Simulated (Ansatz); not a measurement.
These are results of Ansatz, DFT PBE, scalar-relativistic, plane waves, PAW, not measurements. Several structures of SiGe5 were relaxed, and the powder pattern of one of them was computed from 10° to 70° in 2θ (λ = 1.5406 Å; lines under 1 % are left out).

Cu Kα1 powder pattern (kinematic, no thermal factors).
2θ (°) (relative intensity): 27.64 (2), 28.88 (5), 32.33 (8), 33.27 (2), 37.46 (100), 39.48 (46), 41.93 (3), 50.86 (9), 52.56 (2), 57.07 (15), 58.95 (4), 66.23 (15), 67.13 (2), 67.42 (1)

Question: Which structure gives it?
A.

Space group P-6m2 (No. 187). a = 2.996 Å, b = 2.996 Å, c = 14.352 Å, α = 90.00°, β = 90.00°, γ = 120.00°
| atom | site | symmetry | x | y | z |
| --- | --- | --- | --- | --- | --- |
| Si | 1a | -6m2 | 0.0000 | 0.0000 | 0.0000 |
| Ge | 2i | 3m. | 0.6667 | 0.3333 | 0.8442 |
| Ge | 2g | 3m. | 0.0000 | 0.0000 | 0.6707 |
| Ge | 1f | -6m2 | 0.6667 | 0.3333 | 0.5000 |

B.

Space group Imm2 (No. 44). a = 4.033 Å, b = 12.097 Å, c = 5.705 Å, α = 90.00°, β = 90.00°, γ = 90.00°
| atom | site | symmetry | x | y | z |
| --- | --- | --- | --- | --- | --- |
| Si | 2a | mm2 | 0.0000 | 0.0000 | 0.0000 |
| Ge | 4d | m.. | 0.5000 | 0.1661 | 0.5000 |
| Ge | 4d | m.. | 0.5000 | 0.3362 | 0.7458 |
| Ge | 2b | mm2 | 0.5000 | 0.0000 | 0.7585 |

C.

Space group P4/mmm (No. 123). a = 3.225 Å, b = 3.225 Å, c = 10.764 Å, α = 90.00°, β = 90.00°, γ = 90.00°
```csv
atom,site,symmetry,x,y,z
Si,1a,4/mmm,0.0000,0.0000,0.0000
Ge,2g,4mm,0.0000,0.0000,0.6709
Ge,2h,4mm,0.5000,0.5000,0.8543
Ge,1d,4/mmm,0.5000,0.5000,0.5000
```

Answer: C. Its strongest line, at 2θ = 37.46°, has d = λ/(2 sin θ) = 2.399 Å and is the (1 0 3) reflection of the conventional P4/mmm cell with a = 3.225 Å, c = 10.764 Å. The others have their strongest lines at 39.5° (A); 27.1° (B).

The cells needn't be stable.
